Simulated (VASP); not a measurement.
# Er (Im-3m) in VASP: single point with PBE+U

Aim: the single point of Er with PBE+U.

All numbers are computed with VASP 6.6.1; they aren't measurements. Logs are shortened: lines on timing, memory, paths and dates and some standing lists are left out, and cuts for length are marked.

### 1 Starting point

It takes space group Im-3m (No. 229, cubic). Conventional cell: a = 4.254 Å, b = 4.254 Å, c = 4.254 Å, α = 90.00°, β = 90.00°, γ = 90.00°. Around Er (site symmetry m-3m) lie 8 Er at 3.68 Å.

The cell was built by a generator and needn't be a form met in nature.

### 2 Single point, PBE+U, collinear spin, twin_end start

INCAR reads:

```
SYSTEM = Er
PREC = Accurate ; ENCUT = 520
EDIFF = 1E-6 ; ISMEAR = 0
SIGMA = 0.05 ; LREAL = .FALSE.
LASPH = .TRUE. ; NELM = 150
ALGO = Normal ; ISIF = 2
LWAVE = .FALSE. ; LCHARG = .FALSE.
ISPIN = 2 ; MAGMOM = 2.22
LORBIT = 11 ; LMAXMIX = 6
LDAU = .TRUE. ; LDAUTYPE = 2
LDAUL = 3 ; LDAUU = 6
LDAUJ = 0 ; LDAUPRINT = 1
GGA = PE ; NBANDS = 21
```

KPOINTS reads:

```
regular mesh
0
G
  8 8 8
  0 0 0
```

POSCAR reads:

```
Er
1.0
   -2.1270014456      2.1270014456      2.1270014456
    2.1270014456     -2.1270014456      2.1270014456
    2.1270014456      2.1270014456     -2.1270014456
Er
1
Direct
    0.0000000000      0.0000000000      0.0000000000
```

Potentials or basis: VASP PAW PBE potentials, release 64 (Er).

Command:

```sh
cat potpaw_PBE.64/Er/POTCAR > POTCAR
mpirun -np 1 vasp_std > vasp.out
```

OUTCAR:

```text
SYSTEM = Er
   PREC = Accurate
   ENCUT = 520
   EDIFF = 1E-6
   ISMEAR = 0
   LREAL = .FALSE.
   LASPH = .TRUE.
   NELM = 150
   ISIF = 2
   ISPIN = 2
   LORBIT = 11
   GGA = PE

 ion  position               nearest neighbor table
   1  0.000  0.000  0.000-

  LATTYP: Found a body centered cubic cell.
 ALAT       =     4.2540028912

  Lattice vectors:

 A1 = (  -2.1270014456,   2.1270014456,   2.1270014456)
 A2 = (   2.1270014456,  -2.1270014456,   2.1270014456)
 A3 = (   2.1270014456,   2.1270014456,  -2.1270014456)

Analysis of symmetry for initial positions (statically):
=====================================================================
 Subroutine PRICEL returns:
 Original cell was already a primitive cell.

 Routine SETGRP: Setting up the symmetry group for a
 body centered cubic supercell.

 Subroutine GETGRP returns: Found 48 space group operations
 (whereof 48 operations were pure point group operations)
 out of a pool of 48 trial point group operations.

The static configuration has the point symmetry O_h .

Analysis of symmetry for dynamics (positions and initial velocities):
=====================================================================
 Subroutine PRICEL returns:
 Original cell was already a primitive cell.

 Routine SETGRP: Setting up the symmetry group for a
 body centered cubic supercell.

 Subroutine GETGRP returns: Found 48 space group operations
 (whereof 48 operations were pure point group operations)
 out of a pool of 48 trial point group operations.

The dynamic configuration has the point symmetry O_h .

Analysis of structural, dynamic, and magnetic symmetry:
=====================================================================
 Subroutine PRICEL returns:
 Original cell was already a primitive cell.

 Routine SETGRP: Setting up the symmetry group for a
 body centered cubic supercell.

 Subroutine GETGRP returns: Found 48 space group operations
 (whereof 48 operations were pure point group operations)
 out of a pool of 48 trial point group operations.

The overall configuration has the point symmetry O_h .

 Subroutine INISYM returns: Found 48 space group operations
 (whereof 48 operations are pure point group operations),
 and found     1 'primitive' translations

----------------------------------------------------------------------------------------

                                     Primitive cell

  volume of cell :      38.4914

  direct lattice vectors                    reciprocal lattice vectors
    -2.127001446  2.127001446  2.127001446     0.000000000  0.235072713  0.235072713
     2.127001446 -2.127001446  2.127001446     0.235072713  0.000000000  0.235072713
     2.127001446  2.127001446 -2.127001446     0.235072713  0.235072713  0.000000000

  length of vectors
     3.684074572  3.684074572  3.684074572     0.332443019  0.332443019  0.332443019

  position of ions in fractional coordinates (direct lattice)
     0.000000000  0.000000000  0.000000000

  ion indices of the primitive-cell ions
   primitive index   ion index
                 1           1

----------------------------------------------------------------------------------------

 KPOINTS: regular mesh

Automatic generation of k-mesh.
 Grid dimensions read from file:
 generate k-points for:    8    8    8

 Generating k-lattice:

  Cartesian coordinates                     Fractional coordinates (reciprocal lattice)
     0.000000000  0.029384089  0.029384089     0.125000000  0.000000000  0.000000000
     0.029384089  0.000000000  0.029384089     0.000000000  0.125000000  0.000000000
     0.029384089  0.029384089  0.000000000     0.000000000  0.000000000  0.125000000

  Length of vectors
     0.041555377  0.041555377  0.041555377

  Shift w.r.t. Gamma in fractional coordinates (k-lattice)
[... 47 lines left out ...]
   LNONCOLLINEAR =      F non collinear calculations
   LSORBIT =      F    spin-orbit coupling
   LASPH  =      T    aspherical Exc in radial PAW
   ENCUT  =  520.0 eV  38.22 Ry    6.18 a.u.   6.85  6.85  6.85*2*pi/ulx,y,z
   NELM   =    150;   NELMIN=  2; NELMDL= -5     # of ELM steps
   EDIFF  = 0.1E-05   stopping-criterion for ELM
   LREAL  =      F    real-space projection
   EDIFFG = 0.1E-04   stopping-criterion for IOM
   NSW    =      0    number of steps for IOM
   IBRION =     -1    ionic relax: 0-MD 1-quasi-New 2-CG
   NFREE  =      0    steps in history (QN), initial steepest desc. (CG)
   ISIF   =      2    stress and relaxation
   ISYM   =      2    0-nonsym 1-usesym 2-fastsym
   POTIM  = 0.5000    time-step for ionic-motion
   TEBEG  =    0.0;   TEEND  =   0.0 temperature during run
   PSTRESS=    0.0 pullay stress
   NELECT =      22.0000    total number of electrons
   NUPDOWN=      -1.0000    fix difference up-down
   EMIN   =  10.00;   EMAX   =-10.00  energy-range for DOS
   EFERMI =   0.00;   METHOD = LEGACY
   ISMEAR =     0;   SIGMA  =   0.05  broadening in eV -4-tet -1-fermi 0-gaus
   EFERMI_NEDOS =   21; number of points for ismear=-14 and -15
   IALGO  =     38    algorithm
   IMIX   =      4    mixing-type and parameters
     AMIX     =   0.40;   BMIX     =  1.00
     AMIX_MAG =   1.60;   BMIX_MAG =  1.00
  volume/ion in A,a.u.               =      38.49       259.75
  Fermi-wavevector in a.u.,A,eV,Ry     =   1.358609  2.567399 25.113898  1.845819
  Thomas-Fermi vector in A             =   2.485428
   LORBIT       =     11    0 simple, 1 ext, 2 COOP (PROOUT), +10 PAW based schemes
 LDA+U is selected, type is set to LDAUTYPE =  2
   angular momentum for each species LDAUL =     3
   U (eV)           for each species LDAUU =   6.0
   J (eV)           for each species LDAUJ =   0.0
   GGA     = PE    functional components
   LHFCALC =     F    Hartree Fock is set to
   AEXX    =    0.0000 exact exchange contribution
   IVDW    =     0    specifies the selected vdW correction
   LEPSILON=     F    determine dielectric tensor
   LRPA    =     F    only Hartree local field effects (RPA)
 spin polarized calculation
 Gauss-broadening in eV      SIGMA  =   0.05
  energy-cutoff  :      520.00
  volume of cell :       38.49
 maximum number of plane-waves:      1055
   NGX = 13   NGY = 13   NGZ = 13

atom =   1  type =  1  l = 3

 onsite density matrix

spin component  1

  0.9943 -0.0000  0.0003  0.0000  0.0000 -0.0000 -0.0000
 -0.0000  0.9931  0.0000 -0.0000 -0.0000 -0.0000  0.0000
  0.0003  0.0000  0.9941  0.0000 -0.0000 -0.0000  0.0000
  0.0000 -0.0000  0.0000  0.9946  0.0000  0.0000  0.0000
  0.0000 -0.0000 -0.0000  0.0000  0.9941 -0.0000 -0.0003
 -0.0000 -0.0000 -0.0000  0.0000 -0.0000  0.9939 -0.0000
 -0.0000  0.0000  0.0000  0.0000 -0.0003 -0.0000  0.9943

spin component  2

  0.3994  0.0000 -0.4591 -0.0000 -0.0000 -0.0000  0.0000
  0.0000  0.9908 -0.0000  0.0000  0.0000  0.0000 -0.0000
 -0.4591 -0.0000  0.6365 -0.0000 -0.0000  0.0000 -0.0000
 -0.0000  0.0000 -0.0000  0.0437 -0.0000 -0.0000 -0.0000
 -0.0000  0.0000 -0.0000 -0.0000  0.6365  0.0000  0.4591
 -0.0000  0.0000  0.0000 -0.0000  0.0000  0.9921  0.0000
  0.0000 -0.0000 -0.0000 -0.0000  0.4591  0.0000  0.3994

 occupancies and eigenvectors

  o =  0.0437  v =  0.0000  0.0000  0.0000  0.0000  0.0000  0.0000  0.0000  0.0000 -0.0000  0.0000  1.0000  0.0001  0.0000 -0.0001      0.0000  0.0000  0.0000  0.0000  0.0000  0.0000  0.0000  0.0000  0.0000  0.0000  0.0000  0.0000  0.0000  0.0000
  o =  0.0437  v =  0.0000  0.0000  0.0000  0.0000  0.0000  0.0000  0.0000  0.7906  0.0000  0.6124 -0.0000  0.0001  0.0000 -0.0001      0.0000  0.0000  0.0000  0.0000  0.0000  0.0000  0.0000  0.0000  0.0000  0.0000  0.0000  0.0000  0.0000  0.0000
  o =  0.0437  v =  0.0000  0.0000  0.0000  0.0000  0.0000  0.0000  0.0000  0.0001  0.0000  0.0001  0.0001 -0.6124 -0.0000  0.7906      0.0000  0.0000  0.0000  0.0000  0.0000  0.0000  0.0000  0.0000  0.0000  0.0000  0.0000  0.0000  0.0000  0.0000
  o =  0.9908  v =  0.0000  0.0000  0.0000  0.0000  0.0000  0.0000  0.0000  0.0000 -1.0000  0.0000 -0.0000  0.0000  0.0000  0.0000      0.0000  0.0000  0.0000  0.0000  0.0000  0.0000  0.0000  0.0000  0.0000  0.0000  0.0000  0.0000  0.0000  0.0000
  o =  0.9921  v =  0.0000  0.0000  0.0000  0.0000  0.0000  0.0000  0.0000 -0.6124  0.0000  0.7906 -0.0000  0.0000  0.0000 -0.0000      0.0000  0.0000  0.0000  0.0000  0.0000  0.0000  0.0000  0.0000  0.0000  0.0000  0.0000  0.0000  0.0000  0.0000
  o =  0.9921  v =  0.0000  0.0000  0.0000  0.0000  0.0000  0.0000  0.0000  0.0000  0.0000 -0.0000  0.0000  0.7906  0.0001  0.6124      0.0000  0.0000  0.0000  0.0000  0.0000  0.0000  0.0000  0.0000  0.0000  0.0000  0.0000  0.0000  0.0000  0.0000
  o =  0.9921  v =  0.0000  0.0000  0.0000  0.0000  0.0000  0.0000  0.0000  0.0000  0.0000 -0.0000 -0.0000 -0.0000  1.0000 -0.0000      0.0000  0.0000  0.0000  0.0000  0.0000  0.0000  0.0000  0.0000  0.0000  0.0000  0.0000  0.0000  0.0000  0.0000
  o =  0.9931  v = -0.0000 -1.0000  0.0000 -0.0000 -0.0000  0.0000  0.0000  0.0000  0.0000  0.0000  0.0000  0.0000  0.0000  0.0000      0.0000  0.0000  0.0000  0.0000  0.0000  0.0000  0.0000  0.0000  0.0000  0.0000  0.0000  0.0000  0.0000  0.0000
  o =  0.9939  v = -0.0000  0.0000  0.0000 -0.0000  0.0000  1.0000  0.0000  0.0000  0.0000  0.0000  0.0000  0.0000  0.0000  0.0000      0.0000  0.0000  0.0000  0.0000  0.0000  0.0000  0.0000  0.0000  0.0000  0.0000  0.0000  0.0000  0.0000  0.0000
  o =  0.9939  v = -0.0000 -0.0000  0.0001 -0.0000 -0.7906  0.0000 -0.6124  0.0000  0.0000  0.0000  0.0000  0.0000  0.0000  0.0000      0.0000  0.0000  0.0000  0.0000  0.0000  0.0000  0.0000  0.0000  0.0000  0.0000  0.0000  0.0000  0.0000  0.0000
  o =  0.9939  v =  0.6124 -0.0000 -0.7906  0.0000 -0.0001  0.0000 -0.0000  0.0000  0.0000  0.0000  0.0000  0.0000  0.0000  0.0000      0.0000  0.0000  0.0000  0.0000  0.0000  0.0000  0.0000  0.0000  0.0000  0.0000  0.0000  0.0000  0.0000  0.0000
  o =  0.9946  v =  0.0003  0.0000  0.0002  0.0000 -0.6124 -0.0000  0.7906  0.0000  0.0000  0.0000  0.0000  0.0000  0.0000  0.0000      0.0000  0.0000  0.0000  0.0000  0.0000  0.0000  0.0000  0.0000  0.0000  0.0000  0.0000  0.0000  0.0000  0.0000
  o =  0.9946  v = -0.7906 -0.0000 -0.6124  0.0000 -0.0002  0.0000  0.0003  0.0000  0.0000  0.0000  0.0000  0.0000  0.0000  0.0000      0.0000  0.0000  0.0000  0.0000  0.0000  0.0000  0.0000  0.0000  0.0000  0.0000  0.0000  0.0000  0.0000  0.0000
  o =  0.9946  v =  0.0000  0.0000  0.0000  1.0000  0.0000  0.0000 -0.0000  0.0000  0.0000  0.0000  0.0000  0.0000  0.0000  0.0000      0.0000  0.0000  0.0000  0.0000  0.0000  0.0000  0.0000  0.0000  0.0000  0.0000  0.0000  0.0000  0.0000  0.0000

 number of electron      21.9999975 magnetization       3.5543056

 Free energy of the ion-electron system (eV)
  ---------------------------------------------------
  ext. energy  EPLUGINS =         0.00000000
  ---------------------------------------------------
  free energy    TOTEN  =        -3.25126689 eV

  energy without entropy =       -3.24320486  energy(sigma->0) =       -3.24723587

 E-fermi :   1.7989     XC(G=0):  -9.2972

 val. band max:        1.7772799769   @ k =   0.5000   0.0000   0.0000
 cond. band min:       1.8080088020   @ k =  -0.3750  -0.3750   0.1250
 fundamental gap:      0.0307288250
 Fermi energy:         1.7989398031

 spin component 1

 k-point     1 :       0.0000    0.0000    0.0000
  band No.  band energies     occupation
      1     -49.7921      1.00000
      2     -23.4151      1.00000
      3     -23.4151      1.00000
      4     -23.4151      1.00000
      5      -7.0673      1.00000
      6      -7.0673      1.00000
[... 1145 lines left out ...]
     20      12.4675      0.00000
     21      15.1025      0.00000

 [... further k-points ...]

------------------------ aborting loop because EDIFF is reached ----------------------------------------

  FORCE on cell =-STRESS in cart. coord.  units (eV):
  Direction    XX          YY          ZZ          XY          YZ          ZX
  --------------------------------------------------------------------------------------
  -------------------------------------------------------------------------------------
  Total       -1.1023277     -1.1023277     -1.1023277      0.0000000      0.0000000     -0.0000000
  in kB      -45.8836484    -45.8836484    -45.8836484      0.0000000      0.0000000     -0.0000000
  external PRESSURE =     -45.8836484 kB  Pullay stress =       0.0000000 kB

 VOLUME and BASIS-vectors are now :
 -----------------------------------------------------------------------------
  energy-cutoff  :      520.00
  volume of cell :       38.49
      direct lattice vectors                 reciprocal lattice vectors
    -2.127001446  2.127001446  2.127001446     0.000000000  0.235072713  0.235072713
     2.127001446 -2.127001446  2.127001446     0.235072713  0.000000000  0.235072713
     2.127001446  2.127001446 -2.127001446     0.235072713  0.235072713  0.000000000

 POSITION                                       TOTAL-FORCE (eV/Angst)
 -----------------------------------------------------------------------------------
      0.00000      0.00000      0.00000        -0.000000      0.000000     -0.000000
 -----------------------------------------------------------------------------------
    total drift:                                0.000000     -0.000000     -0.000000

  FREE ENERGIE OF THE ION-ELECTRON SYSTEM (eV)
  ---------------------------------------------------
  free  energy   TOTEN  =        -3.2512668904 eV

  energy  without entropy=       -3.2432048561  energy(sigma->0) =       -3.24723587

 total charge

# of ion       s       p       d       f       tot
--------------------------------------------------
    1        2.131   5.754   0.418  11.051  19.354

 magnetization (x)

# of ion       s       p       d       f       tot
--------------------------------------------------
    1        0.001   0.020   0.155   2.859   3.036
```

It took 5.3 min on 1 thread of Intel Xeon Platinum 8259CL at 2.50GHz (Skylake/Cascade Lake), shared host; peak memory 0.2 GiB.

Results:

```yaml
Free_energy: -3.2513 eV
Pressure: -4.6 GPa
Band_gap_on_the_k_mesh: none (metal or under the smearing width)
Net_moment: 3.55 μB per cell
Site_moments: Er +3.04 μB
Valence_electrons_inside_the_program's_atomic_spheres: Er 19.35
```

Levels at points of the mesh, in eV from the Fermi level:
Spin up:
| k point | band 9 | band 10 | band 11 | band 12 | band 13 | band 14 | band 15 | band 16 | band 17 | band 18 |
| --- | --- | --- | --- | --- | --- | --- | --- | --- | --- | --- |
| (0.00, 0.00, 0.00) | -7.76 | -7.76 | -7.45 | -5.33 | 1.66 | 1.66 | 1.66 | 3.18 | 3.18 | 9.56 |
| (0.50, 0.00, 0.00) | -7.73 | -7.72 | -7.49 | -2.22 | -0.02 | 0.29 | 2.99 | 3.69 | 5.50 | 6.41 |
| (0.50, 0.50, 0.50) | -7.71 | -7.71 | -7.53 | -1.32 | -1.32 | 4.27 | 4.27 | 4.27 | 4.99 | 4.99 |
Spin down:
| k point | band 7 | band 8 | band 9 | band 10 | band 11 | band 12 |
| --- | --- | --- | --- | --- | --- | --- |
| (0.00, 0.00, 0.00) | -6.22 | -5.36 | -4.68 | 0.13 | 0.13 | 0.13 |
| (0.50, 0.00, 0.00) | -6.18 | -5.41 | -1.61 | 0.05 | 0.08 | 0.11 |
| (0.50, 0.50, 0.50) | -6.16 | -5.45 | -0.64 | -0.64 | 0.05 | 0.05 |

Eigenvalues of the final occupation matrices:
```
    site  spin  trace                         eigenvalues
site 1 f     1   6.96  0.99 0.99 0.99 0.99 0.99 0.99 0.99
site 1 f     2   4.10  0.04 0.04 0.04 0.99 0.99 0.99 0.99
```

Caveat: the magnetic or orbital state may not be the lowest; spin-orbit coupling is left out, which moves the levels of the heavy elements.
